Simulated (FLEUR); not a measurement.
# BN under changes of volume

One of the cells (5.969 Å³/atom); the others are scaled copies at fixed shape and fractional positions:

```xyz
4
Lattice="2.5539 0.0000 0.0000 -1.2770 2.2118 0.0000 0.0000 0.0000 4.2269" Properties=species:S:1:pos:R:3 pbc="T T T"
N     0.0000    1.4745    0.5295
N     1.2770    0.7373    2.6430
B     0.0000    1.4745    2.1123
B     1.2770    0.7373    4.2257
```

Measurements of this composition are mostly on another form, of space group No. 194.

| Item | Value |
| --- | --- |
| Program | FLEUR MaX-R8.1 (later development tree) |
| Functional | PBE |
| Potentials or basis | all-electron |
| Basis | FLAPW |
| Kmax | 5.41 1/bohr |
| k mesh | 12 × 12 × 6 |
| Occupations | fermi-dirac, width 0.05 eV |
| Spin | no spin polarisation |

```tsv
volume (Å³/atom)	energy over the lowest point (meV/atom)	gap on the mesh (eV)
5.611	27.60	5.10
5.730	?	?
5.850	2.92	5.17
5.969	0.00	5.20
6.088	2.65	5.23
6.208	10.34	5.25
6.327	22.64	5.28
```

Task: What does the run at 5.730 Å³/atom give?

Result: Energy over the lowest point 11.90 meV/atom; gap on the mesh 5.14 eV.

Worked out: A Birch-Murnaghan fit of order 3 (a polynomial in V^(-2/3)) to the other rows has its minimum at 5.97 Å³/atom with B0 = V·E''(V) = 372 GPa and B' = 3.6 at fixed shape and positions, which overstates the stiffness. It gives 11.97 meV/atom at 5.730 Å³/atom, against the run's 11.90. A straight line through the other rows of the gap, of slope 1.48 eV per unit of ln V, gives 5.14 eV, against the run's 5.14.

Energies are extrapolated to zero smearing.

A mesh can miss the band edges.
